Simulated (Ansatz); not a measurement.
# HfC (Fm-3m) in Ansatz: further runs

The runs below take HfC through single point, with PBEsol.

Program: Ansatz 0.2.0. These are calculated values, not measurements. Logs are shortened: lines on timing, memory, paths and dates and some standing lists are left out, and cuts for length are marked.

### Step 1. The structure

Symmetry: Fm-3m, No. 225, cubic system. Conventional cell: a = 4.650 Å, b = 4.650 Å, c = 4.650 Å, α = 90.00°, β = 90.00°, γ = 90.00°. Hf (site symmetry m-3m) is surrounded by 6 C at 2.33 Å. Around C (site symmetry m-3m) lie 6 Hf at 2.33 Å.

### Step 2. Single point, PBEsol, 11.81 Å³/atom (volume scaled by 0.94)

Input file input.yaml:

```yaml
crystal:
  lattice:
    - [0.0, 2.2775377028, 2.2775377028]
    - [2.2775377028, 0.0, 2.2775377028]
    - [2.2775377028, 2.2775377028, 0.0]
  atoms:
    - { symbol: Hf, position: [0.5, 0.5, 0.5] }
    - { symbol: C, position: [0.0, 0.0, 0.0] }
kpoints:
  mp_grid: { grid: [10, 10, 10] }
scf:
  occupations: { method: fermi_dirac, width: 0.05 }
hamiltonian:
  xc: pbesol
  pseudopotentials: { kind: all_electron, lapw: { basis_error: 0.0005 } }
output:
  forces: true
  stress: true
  eigenvalues: true
```

Potentials or basis: all-electron LAPW, scalar-relativistic.

Command:

```
> ansatz run input.yaml --threads 1 --pin off --max-ram 3072MiB --backend cpu --events-out ev --progress --plain --runs-dir out
```

What it wrote:

```text
Warning: RAYON_NUM_THREADS=1 ignored (pool sized by the plan → 1); use --threads N
LAPW: plane waves up to 9.485 Å⁻¹, error target 5.0e-4 eV per atom; small_component_spin mean_spin; C in spheres of 0.936 Å, 6 of its electrons in bands, Dirac shells []; Hf in spheres of 1.342 Å, 42 of its electrons in bands, Dirac shells [] (how accurate: hamiltonian.pseudopotentials.lapw.basis_error, Limitations)
Engine: ansatz 0.2.0, aarch64-unknown-linux-gnu
Pseudopotentials: kind: all_electron
Pseudopotential: Hf, LAPW, valence charge 42, lapw/all_electron/scalar/gaussian/Hf, Koelling and Harmon's equation, gaussian nucleus
Pseudopotential: C, LAPW, valence charge 6, lapw/all_electron/scalar/gaussian/C, Koelling and Harmon's equation, gaussian nucleus
Functional definition: PBEsol
  exchange = pbesol_x
  correlation = pbesol_c
Crystal: 2 atoms, lattice volume = 23.628 Å³
Basis set: ecut = 342.7761657771368 eV, 331 PW (Γ), exchange–correlation at level 2
Bands: 29, of which v1, the nominal top of the filled ones, is band 24 counted from 1 (23 counted from 0)
Symmetry: 48 space group operations
Space group: Fm-3m (ITA 225), of the structure as read, at distance tolerance 2.9e-5 Å
k-points: 47 of 1000
Non-local potential: Hf, projectors of the file, none
Non-local potential: C, projectors of the file, none
Initial density: superposition of atomic densities (chi_scale 0.1, normalization cell, long waves kept (reshape's long-wave potential 0.00 eV rms))
Initial wavefunctions: plane waves of lowest kinetic energy (no species holds an atomic orbital)
Functional: x = pbesol(κ = 0.804, μ = 0.12345679012345678), c = pbesol(β = 0.046)
iter 1 solved again at ethr=1.13e-2 eV; its pass at ethr=1.00e-1 eV (dr2=5.41e0 eV) is discarded
SCF iter   1: F=—  HF=-411163.395035 eV  |F-HF|=—  |Δ(HF+E_count)|=         —  Δρ=1.30e-1  dr2=5.41e0  ethr=1.13e-2  ⟨swp⟩=2.0  Hψ=8273  notcnv=0
preconditioner: auto → none  [insulator: Δε(μ)=0.354 eV  Ē_g=18.277 eV  σ=0.050 eV  W_gap=0.52  n_scr=14 (ndim 8)  ℏωp=40.4 eV  f_vac=0.000  D(μ)=0.13/eV (n_scr^D=0)  ε∞_Penn≈5.9]
SCF iter   2: F=—  HF=-411162.397178 eV  |F-HF|=—  |Δ(HF+E_count)|=   9.98e-1  Δρ=7.59e-2  dr2=1.64e0  ethr=1.13e-2  ⟨swp⟩=3.0  Hψ=4193  notcnv=0
iter 3 solved again at ethr=3.69e-5 eV; its pass at ethr=3.42e-3 eV (dr2=1.77e-2 eV) is discarded
SCF iter   3: F=—  HF=-411161.522088 eV  |F-HF|=—  |Δ(HF+E_count)|=   8.75e-1  Δρ=1.12e-2  dr2=1.77e-2  ethr=3.69e-5  ⟨swp⟩=2.0  Hψ=7177  notcnv=0
SCF iter   4: F=—  HF=-411161.515832 eV  |F-HF|=—  |Δ(HF+E_count)|=         —  Δρ=5.40e-3  dr2=4.66e-3  ethr=3.69e-5  ⟨swp⟩=2.0  Hψ=4032  notcnv=0
the basis was enlarged: its passes take 411.2 KiB over the memory plan, 1 of 1 planned eigensolver slots
SCF iter   5: F=—  HF=-411161.514771 eV  |F-HF|=—  |Δ(HF+E_count)|=   1.06e-3  Δρ=7.81e-4  dr2=7.78e-5  ethr=9.72e-6  ⟨swp⟩=2.0  Hψ=4032  notcnv=0
SCF iter   6: F=—  HF=-411161.514565 eV  |F-HF|=—  |Δ(HF+E_count)|=   2.06e-4  Δρ=2.01e-4  dr2=8.37e-6  ethr=1.62e-7  ⟨swp⟩=2.8  Hψ=4139  notcnv=0
SCF iter   7: F=—  HF=-411161.514540 eV  |F-HF|=—  |Δ(HF+E_count)|=   2.49e-5  Δρ=1.32e-5  dr2=2.99e-8  ethr=1.74e-8  ⟨swp⟩=3.0  Hψ=4175  notcnv=0
SCF iter   8: F=-411161.514540 eV  HF=-411161.514540 eV  |F-HF|=1.16e-10  |Δ(HF+E_count)|=   9.67e-8  Δρ=2.06e-6  dr2=5.50e-10  ethr=6.23e-11  ⟨swp⟩=3.0  Hψ=4221  notcnv=0
SCF 1 converged in 8 iterations: F = -411161.514540 eV  dr2 = 5.50e-10
SCF converged after 8 iterations
Free energy (F): -411161.514540 eV
Harris-Foulkes:  -411161.514540 eV  (|F-HF|=1.16e-10)
Internal energy: -411161.511856 eV  (E = F + TS)
E sigma→0 (E₀):  -411161.513198 eV
Entropy (-TS):   -0.002684 eV (-1.342 meV/atom)
Fermi energy:    21.783639 eV
--- Per-component energies (eV) ---
  E_band       = -4201.041534
  E_kinetic    = 457336.678423
  E_xc         = -8435.739248
  E_electrostatic = -860062.451031  (all electrons and nuclei)
  E_smearing   = -0.002684  (= −TS)
  E_closure    = 0.000000  (closes the sum)
  E_atoms      = -411142.005238  (free atoms, spherical and without spin; not in F)
  Σ components = -411161.514540   (vs F -411161.514540, Δ=0.00e0)
  Basis errors (estimates in eV, not in F): energy 1.8e-4 per atom: plane waves 1.6e-4 (9.0e-5 summed), levels above the bands 1.0e-67, relativity 2.0e-8, radial functions 2.0e-5, core shells 2.1e-7; eigenvalues (radial functions only) 2.8e-6; not estimated: angular momenta, meshes, grids; target (lapw.basis_error) 5.0e-4; muffin-tin radii C 0.936 Å, Hf 1.342 Å
--- Forces (eV/Å), atoms counted from 1 ---
  atom   1  Hf     0.00000000    -0.00000000    -0.00000000
  atom   2  C     -0.00000000     0.00000000     0.00000000
  max |Σ_I F_I| component: 8.87e-31 eV/Å
--- Stress (GPa, compression-positive) ---
        9.105727       0.000000      -0.000000
        0.000000       9.105727       0.000000
       -0.000000       0.000000       9.105727
  P = ⅓ Tr σ = 9.1057 GPa (91.057 kbar)
--- Band table (eV; the first three rows and the last of 47) ---
  k-point 0: bands = ["-350.1956", "-350.1956", "-350.1956", "-241.3587", "-178.2827", "-178.2827", "-178.2827", "-178.2661", "-178.2661", "-39.0829", "-7.5242", "-7.5242", "-7.5242", "9.1199", "10.9545", "10.9551", "10.9551", "10.9551", "11.0616", "11.0616", "11.0616", "22.8654", "22.8654", "22.8654", "23.0565", "23.0565", "23.0565", "25.2480", "25.2480"]
  k-point 1: bands = ["-350.1956", "-350.1956", "-350.1956", "-241.3587", "-178.2827", "-178.2827", "-178.2827", "-178.2661", "-178.2661", "-39.0777", "-7.6128", "-7.5323", "-7.5323", "9.3906", "10.9573", "10.9608", "10.9623", "10.9623", "11.0548", "11.0548", "11.0619", "21.3629", "21.7552", "21.7552", "23.5145", "23.5145", "23.9699", "26.4536", "26.4536"]
  k-point 2: bands = ["-350.1956", "-350.1956", "-350.1956", "-241.3587", "-178.2827", "-178.2827", "-178.2827", "-178.2661", "-178.2661", "-39.0639", "-7.8377", "-7.5537", "-7.5537", "10.1154", "10.9705", "10.9817", "10.9817", "11.0002", "11.0383", "11.0383", "11.0626", "19.5335", "20.4131", "20.4131", "24.3139", "24.3139", "24.5630", "28.5883", "28.5883"]
  k-point 46: bands = ["-350.1956", "-350.1956", "-350.1956", "-241.3587", "-178.2827", "-178.2827", "-178.2827", "-178.2661", "-178.2661", "-39.0093", "-8.1212", "-7.9794", "-7.8332", "10.8983", "10.9883", "10.9962", "10.9971", "11.0274", "11.0277", "11.0278", "11.9584", "18.8535", "18.9711", "18.9942", "24.5038", "26.6181", "28.9334", "29.1989", "30.8068"]
```

Run time: 11 s. Hardware: 1 thread of Arm Neoverse V2, shared host; peak memory 0.33 GiB.

Results:

```yaml
Free_energy: -411161.5145 eV
Pressure: 9.1 GPa
Band_gap_on_the_k_mesh: none (metal or under the smearing width)
```

### Step 3. Single point, PBEsol, 12.07 Å³/atom (volume scaled by 0.96)

input.yaml: that of step 2 with these lines changed.

```diff
@@ -2,5 +2,5 @@
   lattice:
-    - [0.0, 2.2775377028, 2.2775377028]
-    - [2.2775377028, 0.0, 2.2775377028]
-    - [2.2775377028, 2.2775377028, 0.0]
+    - [0.0, 2.2935772291, 2.2935772291]
+    - [2.2935772291, 0.0, 2.2935772291]
+    - [2.2935772291, 2.2935772291, 0.0]
   atoms:
```

Potentials or basis: all-electron LAPW, scalar-relativistic.

Command:

```
> ansatz run input.yaml --threads 1 --pin off --max-ram 3072MiB --backend cpu --events-out ev --progress --plain --runs-dir out
```

It took 11 s on 1 thread of Arm Neoverse V2, shared host; peak memory 0.33 GiB.

Results (log left out):

| Item | Value |
| --- | --- |
| Free energy | -411161.5340 eV |
| Pressure | 3.4 GPa |
| Band gap on the k mesh | none (metal or under the smearing width) |

### Step 4. Single point, PBEsol, 12.32 Å³/atom (volume scaled by 0.98)

input.yaml: that of step 3 with these lines changed.

```diff
@@ -2,5 +2,5 @@
   lattice:
-    - [0.0, 2.2935772291, 2.2935772291]
-    - [2.2935772291, 0.0, 2.2935772291]
-    - [2.2935772291, 2.2935772291, 0.0]
+    - [0.0, 2.309395503, 2.309395503]
+    - [2.309395503, 0.0, 2.309395503]
+    - [2.309395503, 2.309395503, 0.0]
   atoms:
```

Command:

```
> ansatz run input.yaml --threads 1 --pin off --max-ram 3072MiB --backend cpu --events-out ev --progress --plain --runs-dir out
```

It took 11 s on 1 thread of Arm Neoverse V2, shared host; peak memory 0.33 GiB.

Results (log left out):

| Property | Result |
| --- | --- |
| Free energy | -411161.5363 eV |
| Pressure | -1.8 GPa |
| Band gap on the k mesh | none (metal or under the smearing width) |

### Step 5. Single point, PBEsol, 12.57 Å³/atom

input.yaml: that of step 4 with these lines changed.

```diff
@@ -2,5 +2,5 @@
   lattice:
-    - [0.0, 2.309395503, 2.309395503]
-    - [2.309395503, 0.0, 2.309395503]
-    - [2.309395503, 2.309395503, 0.0]
+    - [0.0, 2.325, 2.325]
+    - [2.325, 0.0, 2.325]
+    - [2.325, 2.325, 0.0]
   atoms:
```

Command:

```
> ansatz run input.yaml --threads 1 --pin off --max-ram 3072MiB --backend cpu --events-out ev --progress --plain --runs-dir out
```

Wall time 11 s (1 thread of Arm Neoverse V2, shared host); peak memory 0.33 GiB.

The run converged. Its results:

* Free energy: -411161.5232 eV
* Pressure: -6.5 GPa
* Band gap on the k mesh: none (metal or under the smearing width)

### Step 6. Single point, PBEsol, 12.82 Å³/atom (volume scaled by 1.02)

input.yaml: that of step 5 with these lines changed.

```diff
@@ -2,5 +2,5 @@
   lattice:
-    - [0.0, 2.325, 2.325]
-    - [2.325, 0.0, 2.325]
-    - [2.325, 2.325, 0.0]
+    - [0.0, 2.3403977997, 2.3403977997]
+    - [2.3403977997, 0.0, 2.3403977997]
+    - [2.3403977997, 2.3403977997, 0.0]
   atoms:
```

Potentials or basis: all-electron LAPW, scalar-relativistic.

Command:

```
> ansatz run input.yaml --threads 1 --pin off --max-ram 3072MiB --backend cpu --events-out ev --progress --plain --runs-dir out
```

It took 11 s on 1 thread of Arm Neoverse V2, shared host; peak memory 0.33 GiB.

The run converged. Its results:

| Property | Result |
| --- | --- |
| Free energy | -411161.4961 eV |
| Pressure | -10.7 GPa |
| Band gap on the k mesh | none (metal or under the smearing width) |

### Step 7. Single point, PBEsol, 13.07 Å³/atom (volume scaled by 1.04)

input.yaml: that of step 6 with these lines changed.

```diff
@@ -2,5 +2,5 @@
   lattice:
-    - [0.0, 2.3403977997, 2.3403977997]
-    - [2.3403977997, 0.0, 2.3403977997]
-    - [2.3403977997, 2.3403977997, 0.0]
+    - [0.0, 2.3555956139, 2.3555956139]
+    - [2.3555956139, 0.0, 2.3555956139]
+    - [2.3555956139, 2.3555956139, 0.0]
   atoms:
```

Command:

```
> ansatz run input.yaml --threads 1 --pin off --max-ram 3072MiB --backend cpu --events-out ev --progress --plain --runs-dir out
```

It took 11 s on 1 thread of Arm Neoverse V2, shared host; peak memory 0.33 GiB.

The run converged. Its results:

* Free energy: -411161.4565 eV
* Pressure: -14.5 GPa
* Band gap on the k mesh: none (metal or under the smearing width)

### Step 8. Single point, PBEsol, 13.32 Å³/atom (volume scaled by 1.06)

input.yaml: that of step 7 with these lines changed.

```diff
@@ -2,5 +2,5 @@
   lattice:
-    - [0.0, 2.3555956139, 2.3555956139]
-    - [2.3555956139, 0.0, 2.3555956139]
-    - [2.3555956139, 2.3555956139, 0.0]
+    - [0.0, 2.3705998121, 2.3705998121]
+    - [2.3705998121, 0.0, 2.3705998121]
+    - [2.3705998121, 2.3705998121, 0.0]
   atoms:
```

Command:

```
> ansatz run input.yaml --threads 1 --pin off --max-ram 3072MiB --backend cpu --events-out ev --progress --plain --runs-dir out
```

Wall time 12 s (1 thread of Arm Neoverse V2, shared host); peak memory 0.33 GiB.

The run converged. Its results:

```
Free energy            : -411161.4054 eV
Pressure               : -18.0 GPa
Band gap on the k mesh : none (metal or under the smearing width)
```

### Step 9. For comparison

An earlier run on the cell as given: functional PBEsol; potentials or basis all-electron LAPW, scalar-relativistic; cutoff 302 eV (chosen from the basis error); basis error allowed 0.001 eV/atom; k mesh 10 × 10 × 10; occupations fermi-dirac, width 0.05 eV; no spin polarisation.

* Pressure: -6.5 GPa
* Band gap on the k mesh: none (metal or under the smearing width)
* Loewdin charges: Hf +0.72; C -0.68 e
